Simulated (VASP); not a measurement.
# Br (Cmce) in VASP: notebook

Runs on Br. Level: LDA. Tasks: equation of state.

All numbers are computed with VASP 6.6.1; they aren't measurements. Logs are shortened: lines on timing, memory, paths and dates and some standing lists are left out, and cuts for length are marked.

### Step 1. The crystal as given

The structure is orthorhombic, space group Cmce (No. 64). The conventional cell has a = 6.638 Å, b = 3.915 Å, c = 8.431 Å, α = 90.00°, β = 90.00°, γ = 90.00°. Br (site symmetry m) has 1 Br at 2.40 Å as nearest neighbours.

### Step 2. Equation of state, LDA, 26.29 Å³/atom (a relaxed cell with its volume scaled by 0.96)

INCAR reads:

```
SYSTEM = Br
ALGO = Fast
EDIFF = 1E-7
ENCUT = 520
GGA = CA
ISIF = 2
ISMEAR = 0
KPAR = 2
LASPH = .TRUE.
LCHARG = .FALSE.
LREAL = .FALSE.
LWAVE = .FALSE.
NELM = 60
PREC = Accurate
SIGMA = 0.02
```

KPOINTS reads:

```
k-points
0
G
  6 6 4
  0 0 0
```

POSCAR reads:

```
Br                                      
1.0
    3.2740936854     -1.9309701456     -0.0000000000
    3.2740936854      1.9309701456      0.0000000000
    0.0000000000     -0.0000000000      8.3165731384
  Br            
     4
Direct
     0.3373602866644139    0.6626397133355860    0.3792443846252676
     0.1626397133355862    0.8373602866644140    0.8792443846252678
     0.6626397133355860    0.3373602866644139    0.6207556153747322
     0.8373602866644140    0.1626397133355862    0.1207556153747323
```

Potentials or basis: VASP PAW LDA potentials, release 64 (Br).

Run with:

```bash
$ cat potpaw_LDA.64/Br/POTCAR > POTCAR
$ mpirun -np 2 vasp_std > vasp.out
```

OUTCAR:

```text
SYSTEM = Br
   EDIFF = 1E-7
   ENCUT = 520
   GGA = CA
   ISIF = 2
   ISMEAR = 0
   LASPH = .TRUE.
   LREAL = .FALSE.
   NELM = 60
   PREC = Accurate

 ion  position               nearest neighbor table
   1  0.337  0.663  0.379-   3 2.37
   2  0.163  0.837  0.879-   4 2.37
   3  0.663  0.337  0.621-   1 2.37
   4  0.837  0.163  0.121-   2 2.37

  LATTYP: Found a base centered orthorhombic cell.
 ALAT       =     3.8619402912
 B/A-ratio  =     1.6955692934
 C/A-ratio  =     2.1534701501

  Lattice vectors:

 A1 = (  -3.2740936854,  -1.9309701456,   0.0000000000)
 A2 = (   3.2740936854,  -1.9309701456,   0.0000000000)
 A3 = (   0.0000000000,   0.0000000000,   8.3165731384)

Analysis of symmetry for initial positions (statically):
=====================================================================
 Subroutine PRICEL returns:
 Original cell was already a primitive cell.

 Routine SETGRP: Setting up the symmetry group for a
 base centered orthorhombic supercell.

 Subroutine GETGRP returns: Found  8 space group operations
 (whereof  4 operations were pure point group operations)
 out of a pool of  8 trial point group operations.

The static configuration has the point symmetry C_2h.
 The point group associated with its full space group is D_2h.

Analysis of symmetry for dynamics (positions and initial velocities):
=====================================================================
 Subroutine PRICEL returns:
 Original cell was already a primitive cell.

 Routine SETGRP: Setting up the symmetry group for a
 base centered orthorhombic supercell.

 Subroutine GETGRP returns: Found  8 space group operations
 (whereof  4 operations were pure point group operations)
 out of a pool of  8 trial point group operations.

The dynamic configuration has the point symmetry C_2h.
 The point group associated with its full space group is D_2h.

 Subroutine INISYM returns: Found  8 space group operations
 (whereof  4 operations are pure point group operations),
 and found     1 'primitive' translations

----------------------------------------------------------------------------------------

                                     Primitive cell

  volume of cell :     105.1577

  direct lattice vectors                    reciprocal lattice vectors
     3.274093685 -1.930970146  0.000000000     0.152714017 -0.258937199  0.000000000
     3.274093685  1.930970146  0.000000000     0.152714017  0.258937199  0.000000000
     0.000000000  0.000000000  8.316573138     0.000000000  0.000000000  0.120241833

  length of vectors
     3.801096574  3.801096574  8.316573138     0.300616107  0.300616107  0.120241833

  position of ions in fractional coordinates (direct lattice)
     0.337360287  0.662639713  0.379244385
     0.162639713  0.837360287  0.879244385
     0.662639713  0.337360287  0.620755615
     0.837360287  0.162639713  0.120755615

  ion indices of the primitive-cell ions
   primitive index   ion index
                 1           1
                 2           2
                 3           3
                 4           4

----------------------------------------------------------------------------------------

 KPOINTS: k-points

Automatic generation of k-mesh.
 Grid dimensions read from file:
 generate k-points for:    6    6    4

 Generating k-lattice:

  Cartesian coordinates                     Fractional coordinates (reciprocal lattice)
     0.025452336 -0.043156200  0.000000000     0.166666667  0.000000000  0.000000000
     0.025452336  0.043156200  0.000000000     0.000000000  0.166666667  0.000000000
     0.000000000  0.000000000  0.030060458     0.000000000  0.000000000  0.250000000

  Length of vectors
     0.050102685  0.050102685  0.030060458

  Shift w.r.t. Gamma in fractional coordinates (k-lattice)
     0.000000000  0.000000000  0.000000000

 Subroutine IBZKPT returns following result:
 ===========================================

 Found     39 irreducible k-points:

 Following reciprocal coordinates:
            Coordinates               Weight
  0.000000  0.000000  0.000000      1.000000
  0.166667  0.000000  0.000000      4.000000
  0.333333 -0.000000  0.000000      4.000000
  0.500000  0.000000  0.000000      2.000000
  0.166667  0.166667  0.000000      2.000000
  0.333333  0.166667  0.000000      4.000000
[... 16 lines left out ...]
  0.333333  0.333333  0.250000      4.000000
  0.500000  0.333333  0.250000      8.000000
 [... further k-points ...]
   k-points           NKPTS =     39   k-points in BZ     NKDIM =     39   number of bands    NBANDS=     18
   number of dos      NEDOS =    301   number of ions     NIONS =      4
   total plane-waves  NPLWV =  50176
   dimension x,y,z NGX =    28 NGY =   28 NGZ =   64
   dimension x,y,z NGXF=    56 NGYF=   56 NGZF=  128
   ions per type =               4
   NGX,Y,Z   is equivalent  to a cutoff of  12.25, 12.25, 12.79 a.u.
   NGXF,Y,Z  is equivalent  to a cutoff of  24.49, 24.49, 25.59 a.u.
 SYSTEM =  Br
   PREC   = accura    normal or accurate (medium, high low for compatibility)
   ISTART =      0    job   : 0-new  1-cont  2-samecut
   ICHARG =      2    charge: 1-file 2-atom 10-const
   ISPIN  =      1    spin polarized calculation?
   LNONCOLLINEAR =      F non collinear calculations
   LSORBIT =      F    spin-orbit coupling
   LASPH  =      T    aspherical Exc in radial PAW
   ENCUT  =  520.0 eV  38.22 Ry    6.18 a.u.   7.07  7.07 15.46*2*pi/ulx,y,z
   NELM   =     60;   NELMIN=  2; NELMDL= -5     # of ELM steps
   EDIFF  = 0.1E-06   stopping-criterion for ELM
   LREAL  =      F    real-space projection
   EDIFFG = 0.1E-05   stopping-criterion for IOM
   NSW    =      0    number of steps for IOM
   IBRION =     -1    ionic relax: 0-MD 1-quasi-New 2-CG
   NFREE  =      0    steps in history (QN), initial steepest desc. (CG)
   ISIF   =      2    stress and relaxation
   ISYM   =      2    0-nonsym 1-usesym 2-fastsym
   POTIM  = 0.5000    time-step for ionic-motion
   TEBEG  =    0.0;   TEEND  =   0.0 temperature during run
   PSTRESS=    0.0 pullay stress
   NELECT =      28.0000    total number of electrons
   NUPDOWN=      -1.0000    fix difference up-down
   EMIN   =  10.00;   EMAX   =-10.00  energy-range for DOS
   EFERMI =   0.00;   METHOD = LEGACY
   ISMEAR =     0;   SIGMA  =   0.02  broadening in eV -4-tet -1-fermi 0-gaus
   EFERMI_NEDOS =   21; number of points for ismear=-14 and -15
   IALGO  =     68    algorithm
   IMIX   =      4    mixing-type and parameters
     AMIX     =   0.40;   BMIX     =  1.00
     AMIX_MAG =   1.60;   BMIX_MAG =  1.00
  volume/ion in A,a.u.               =      26.29       177.41
  Fermi-wavevector in a.u.,A,eV,Ry     =   1.053207  1.990273 15.092200  1.109245
  Thomas-Fermi vector in A             =   2.188320
   LORBIT       =      0    0 simple, 1 ext, 2 COOP (PROOUT), +10 PAW based schemes
   GGA     = CA    functional components
   LHFCALC =     F    Hartree Fock is set to
   AEXX    =    0.0000 exact exchange contribution
   IVDW    =     0    specifies the selected vdW correction
   LEPSILON=     F    determine dielectric tensor
   LRPA    =     F    only Hartree local field effects (RPA)
 non-spin polarized calculation
 RMM-DIIS sequential band-by-band and
 Gauss-broadening in eV      SIGMA  =   0.02
  energy-cutoff  :      520.00
  volume of cell :      105.16
 maximum number of plane-waves:      2857
   NGX = 15   NGY = 15   NGZ = 31

 number of electron      27.9999993 magnetization

 Free energy of the ion-electron system (eV)
  ---------------------------------------------------
  ext. energy  EPLUGINS =         0.00000000
  ---------------------------------------------------
  free energy    TOTEN  =        -8.48530280 eV

  energy without entropy =       -8.48530280  energy(sigma->0) =       -8.48530280

 E-fermi :   2.1408     XC(G=0):  -9.4911

 val. band max:        2.0263010685   @ k =   0.0000   0.0000   0.0000
 cond. band min:       3.1874566462   @ k =   0.5000   0.5000   0.2500
 fundamental gap:      1.1611555777
 Fermi energy:         2.1407841174

 k-point     1 :       0.0000    0.0000    0.0000
  band No.  band energies     occupation
      1     -14.7392      2.00000
      2     -13.7527      2.00000
      3     -12.5253      2.00000
      4     -10.6428      2.00000
      5      -3.9074      2.00000
      6      -1.7717      2.00000
[... 10 lines left out ...]
     17       7.7382      0.00000
     18       7.9554      0.00000

 k-point     2 :       0.1667    0.0000    0.0000
  band No.  band energies     occupation
      1     -14.5767      2.00000
      2     -13.6861      2.00000
      3     -12.3995      2.00000
      4     -10.7890      2.00000
      5      -3.8804      2.00000
      6      -2.2511      2.00000
[... 10 lines left out ...]
     17       8.4912      0.00000
     18       8.8592      0.00000

 k-point     3 :       0.3333   -0.0000    0.0000
  band No.  band energies     occupation
      1     -14.1626      2.00000
      2     -13.5954      2.00000
      3     -12.0776      2.00000
      4     -11.1851      2.00000
      5      -4.0386      2.00000
      6      -3.4336      2.00000
[... 10 lines left out ...]
     17       8.5190      0.00000
     18       8.5618      0.00000

 k-point     4 :       0.5000    0.0000    0.0000
  band No.  band energies     occupation
      1     -13.7381      2.00000
      2     -13.7381      2.00000
      3     -11.6601      2.00000
      4     -11.6601      2.00000
      5      -4.1026      2.00000
      6      -4.1026      2.00000
[... 10 lines left out ...]
     17       8.1372      0.00000
     18       8.1372      0.00000

 k-point     5 :       0.1667    0.1667    0.0000
  band No.  band energies     occupation
      1     -14.6399      2.00000
      2     -13.6774      2.00000
      3     -12.4370      2.00000
      4     -10.6205      2.00000
      5      -3.8245      2.00000
      6      -1.8674      2.00000
[... 10 lines left out ...]
     17       8.1679      0.00000
     18       9.2217      0.00000

 k-point     6 :       0.3333    0.1667    0.0000
  band No.  band energies     occupation
      1     -14.4114      2.00000
      2     -13.5728      2.00000
      3     -12.2553      2.00000
      4     -10.7740      2.00000
      5      -3.7813      2.00000
      6      -2.4258      2.00000
[... 10 lines left out ...]
     17       8.9843      0.00000
     18       9.7272      0.00000

 k-point     7 :       0.5000    0.1667    0.0000
  band No.  band energies     occupation
      1     -14.0133      2.00000
      2     -13.5383      2.00000
      3     -11.9471      2.00000
      4     -11.2207      2.00000
      5      -3.9933      2.00000
      6      -3.5695      2.00000
[... 10 lines left out ...]
     17       9.0960      0.00000
     18       9.1996      0.00000

 k-point     8 :      -0.3333    0.1667    0.0000
  band No.  band energies     occupation
      1     -13.7883      2.00000
      2     -13.6911      2.00000
      3     -11.7277      2.00000
      4     -11.5858      2.00000
      5      -4.1107      2.00000
      6      -3.9808      2.00000
[... 10 lines left out ...]
     17       9.1053      0.00000
     18       9.2300      0.00000
[... 229 lines left out ...]
     17       9.3009      0.00000
     18       9.5871      0.00000

 k-point    20 :       0.5000    0.1667    0.2500
  band No.  band energies     occupation
      1     -13.9586      2.00000
      2     -13.6294      2.00000
      3     -11.8219      2.00000
      4     -11.3152      2.00000
      5      -3.9048      2.00000
      6      -3.3979      2.00000
[... 10 lines left out ...]
     17       8.9490      0.00000
     18       9.5796      0.00000

 k-point    21 :      -0.3333    0.1667    0.2500
  band No.  band energies     occupation
      1     -13.7737      2.00000
      2     -13.7049      2.00000
      3     -11.7104      2.00000
      4     -11.6101      2.00000
      5      -3.9221      2.00000
      6      -3.7904      2.00000
[... 10 lines left out ...]
     17       9.0853      0.00000
     18       9.5554      0.00000

 k-point    22 :      -0.1667    0.1667    0.2500
  band No.  band energies     occupation
      1     -14.1690      2.00000
      2     -13.7520      2.00000
      3     -11.9632      2.00000
      4     -11.2888      2.00000
      5      -3.9240      2.00000
      6      -3.2538      2.00000
[... 10 lines left out ...]
     17       9.1991      0.00000
     18       9.9560      0.00000

 k-point    23 :       0.3333    0.3333    0.2500
  band No.  band energies     occupation
      1     -14.3427      2.00000
      2     -13.7453      2.00000
      3     -11.9277      2.00000
      4     -10.7919      2.00000
      5      -3.4353      2.00000
      6      -2.3447      2.00000
[... 10 lines left out ...]
     17       8.3789      0.00000
     18       9.8805      0.00000

 k-point    24 :       0.5000    0.3333    0.2500
  band No.  band energies     occupation
      1     -14.1569      2.00000
      2     -13.6353      2.00000
      3     -11.8472      2.00000
      4     -10.9277      2.00000
      5      -3.5448      2.00000
      6      -2.7765      2.00000
[... 10 lines left out ...]
     17       8.9699      0.00000
     18       9.8456      0.00000

 [... further k-points ...]

------------------------ aborting loop because EDIFF is reached ----------------------------------------

  FORCE on cell =-STRESS in cart. coord.  units (eV):
  Direction    XX          YY          ZZ          XY          YZ          ZX
  --------------------------------------------------------------------------------------
  -------------------------------------------------------------------------------------
  Total        0.3209684      1.4655605      2.3265083      0.0000000     -0.0000000      0.0000000
  in kB        4.8902579     22.3292059     35.4465624      0.0000000     -0.0000000      0.0000000
  external PRESSURE =      20.8886754 kB  Pullay stress =       0.0000000 kB

 VOLUME and BASIS-vectors are now :
 -----------------------------------------------------------------------------
  energy-cutoff  :      520.00
  volume of cell :      105.16
      direct lattice vectors                 reciprocal lattice vectors
     3.274093685 -1.930970146  0.000000000     0.152714017 -0.258937199  0.000000000
     3.274093685  1.930970146  0.000000000     0.152714017  0.258937199  0.000000000
     0.000000000  0.000000000  8.316573138     0.000000000  0.000000000  0.120241833

 POSITION                                       TOTAL-FORCE (eV/Angst)
 -----------------------------------------------------------------------------------
      3.27409      0.62810      3.15401         0.000000      0.159872     -0.166924
      3.27409      1.30287      7.31230         0.000000     -0.159872     -0.166924
      3.27409     -0.62810      5.16256         0.000000     -0.159872      0.166924
      3.27409     -1.30287      1.00427         0.000000      0.159872      0.166924
 -----------------------------------------------------------------------------------
    total drift:                               -0.000000      0.000000      0.000000

  FREE ENERGIE OF THE ION-ELECTRON SYSTEM (eV)
  ---------------------------------------------------
  free  energy   TOTEN  =        -8.4853028031 eV

  energy  without entropy=       -8.4853028031  energy(sigma->0) =       -8.48530280
```

Wall time 40 s (2 MPI ranks of Intel Xeon Platinum 8488C (Sapphire Rapids), shared host); peak memory 0.19 GiB.

Results:

```
Free energy            : -8.4853 eV
Pressure               : 2.1 GPa
Largest force          : 0.231 eV/Å
Band gap on the k mesh : 1.16 eV, indirect (least direct gap 1.36 eV)
```

### Step 3. Equation of state, LDA, 26.84 Å³/atom (a relaxed cell with its volume scaled by 0.98)

INCAR is that of step 2.

KPOINTS is that of step 2.

POSCAR: that of step 2 with these lines changed.

```diff
@@ -2,5 +2,5 @@
 1.0
-    3.2740936854     -1.9309701456     -0.0000000000
-    3.2740936854      1.9309701456      0.0000000000
-    0.0000000000     -0.0000000000      8.3165731384
+    3.2966743554     -1.9442876019     -0.0000000000
+    3.2966743554      1.9442876019      0.0000000000
+    0.0000000000     -0.0000000000      8.3739306278
   Br
```

Potentials or basis: VASP PAW LDA potentials, release 64 (Br).

Run with:

```bash
$ cat potpaw_LDA.64/Br/POTCAR > POTCAR
$ mpirun -np 2 vasp_std > vasp.out
```

Wall time 28 s (2 MPI ranks of Intel Xeon Platinum 8488C (Sapphire Rapids), shared host); peak memory 0.19 GiB.

It converged, with:

```yaml
Free_energy: -8.5065 eV
Pressure: 1.0 GPa
Largest_force: 0.112 eV/Å
Band_gap_on_the_k_mesh: 1.12 eV, indirect (least direct gap 1.30 eV)
```

### Step 4. Equation of state, LDA, 27.38 Å³/atom

INCAR is that of step 3.

KPOINTS is that of step 3.

POSCAR: that of step 3 with these lines changed.

```diff
@@ -2,5 +2,5 @@
 1.0
-    3.2966743554     -1.9442876019     -0.0000000000
-    3.2966743554      1.9442876019      0.0000000000
-    0.0000000000     -0.0000000000      8.3739306278
+    3.3189498578     -1.9574250789     -0.0000000000
+    3.3189498578      1.9574250789      0.0000000000
+    0.0000000000     -0.0000000000      8.4305129565
   Br
```

Run with:

```bash
$ cat potpaw_LDA.64/Br/POTCAR > POTCAR
$ mpirun -np 2 vasp_std > vasp.out
```

Run time: 34 s. Hardware: 2 MPI ranks of Intel Xeon Platinum 8488C (Sapphire Rapids), shared host; peak memory 0.2 GiB.

Results (log left out):

* Free energy: -8.5139 eV
* Pressure: 0.1 GPa
* Largest force: 0.014 eV/Å
* Band gap on the k mesh: 1.09 eV, indirect (least direct gap 1.25 eV)

### Step 5. Equation of state, LDA, 27.93 Å³/atom (a relaxed cell with its volume scaled by 1.02)

INCAR is that of step 4.

KPOINTS is that of step 4.

POSCAR: that of step 4 with these lines changed.

```diff
@@ -2,5 +2,5 @@
 1.0
-    3.3189498578     -1.9574250789     -0.0000000000
-    3.3189498578      1.9574250789      0.0000000000
-    0.0000000000     -0.0000000000      8.4305129565
+    3.3409302988     -1.9703885366     -0.0000000000
+    3.3409302988      1.9703885366      0.0000000000
+    0.0000000000     -0.0000000000      8.4863457952
   Br
```

Run with:

```bash
$ cat potpaw_LDA.64/Br/POTCAR > POTCAR
$ mpirun -np 2 vasp_std > vasp.out
```

Wall time 30 s (2 MPI ranks of Intel Xeon Platinum 8488C (Sapphire Rapids), shared host); peak memory 0.2 GiB.

Results (log left out):

* Free energy: -8.5090 eV
* Pressure: -0.8 GPa
* Largest force: 0.104 eV/Å
* Band gap on the k mesh: 1.05 eV, indirect (least direct gap 1.20 eV)

### Step 6. Equation of state, LDA, 28.48 Å³/atom (a relaxed cell with its volume scaled by 1.04)

INCAR is that of step 5.

KPOINTS is that of step 5.

POSCAR: that of step 5 with these lines changed.

```diff
@@ -2,5 +2,5 @@
 1.0
-    3.3409302988     -1.9703885366     -0.0000000000
-    3.3409302988      1.9703885366      0.0000000000
-    0.0000000000     -0.0000000000      8.4863457952
+    3.3626252592     -1.9831836259     -0.0000000000
+    3.3626252592      1.9831836259      0.0000000000
+    0.0000000000     -0.0000000000      8.5414534809
   Br
```

Potentials or basis: VASP PAW LDA potentials, release 64 (Br).

Run with:

```bash
$ cat potpaw_LDA.64/Br/POTCAR > POTCAR
$ mpirun -np 2 vasp_std > vasp.out
```

Run time: 32 s. Hardware: 2 MPI ranks of Intel Xeon Platinum 8488C (Sapphire Rapids), shared host; peak memory 0.2 GiB.

It converged, with:

```yaml
Free_energy: -8.4932 eV
Pressure: -1.5 GPa
Largest_force: 0.199 eV/Å
Band_gap_on_the_k_mesh: 1.02 eV, indirect (least direct gap 1.15 eV)
```

### Step 7. Equation of state, LDA

This step only gathers the single runs of the series.

What came out:

| Item | Value |
| --- | --- |
| Equilibrium volume | 27.43 Å³/atom |
| Bulk modulus at fixed shape and positions | 44 GPa |
| Pressure derivative of the bulk modulus | 4.9 (rough: it moves with the points fitted) |

Energy against volume, from the lowest point:
```csv
volume (Å³/atom),energy (meV/atom)
26.289,7.15
26.837,1.85
27.385,0.00
27.933,1.22
28.480,5.16
```

Caveat: the cell was scaled at fixed shape and fractional positions, which overstates the stiffness of a crystal with free parameters, most of all of layers and chains.
